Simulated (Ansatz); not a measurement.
Input and command of a plane-wave DFT calculation in Ansatz:

```yaml
crystal:
  lattice:
    - [5.3088386274, 0.0, 0.0]
    - [0.0, 5.3088386274, 0.0]
    - [0.0, 0.0, 5.3088386274]
  atoms:
    - { symbol: Al, position: [0.0, 0.0, 0.0] }
    - { symbol: Al, position: [0.5, 0.5, 0.5] }
    - { symbol: As, position: [0.0, 0.5, 0.25] }
    - { symbol: As, position: [0.0, 0.5, 0.75] }
    - { symbol: As, position: [0.25, 0.0, 0.5] }
    - { symbol: As, position: [0.75, 0.0, 0.5] }
    - { symbol: As, position: [0.5, 0.75, 0.0] }
    - { symbol: As, position: [0.5, 0.25, 0.0] }
basis:
  ecutwfc: 500
kpoints:
  mp_grid: { grid: [8, 8, 8] }
hamiltonian:
  xc: r2scan
scf:
  occupations: { method: gaussian, width: 0.1 }
output:
  forces: true
  stress: true
  eigenvalues: true
relax:
  adjacent_minimum: "off"
  f_tol: 0.01
  max_steps: 80
  cell: { stress_tol: 0.05 }
```

```bash
ansatz run input.yaml --threads 1 --pin off --max-ram 2560MiB --backend cpu --events-out ev --progress --plain --runs-dir out
```

Processor: Intel(R) Xeon(R) Platinum 8259CL CPU @ 2.50GHz (Skylake/Cascade Lake), 1 thread, on a host shared with other jobs.

**Question.** Estimate time, memory and problem size.

**Answer.** About 2.9 min on 1 thread of Intel(R) Xeon(R) Platinum 8259CL CPU @ 2.50GHz (Skylake/Cascade Lake) (shared host), peak memory 0.88 GiB. It solves 58 bands at 35 k points (the mesh reduced by the symmetry that the task leaves, which can be less than the crystal's) with about 3743 plane waves (on the last cell), in 23 SCF iterations over 4 ionic steps.
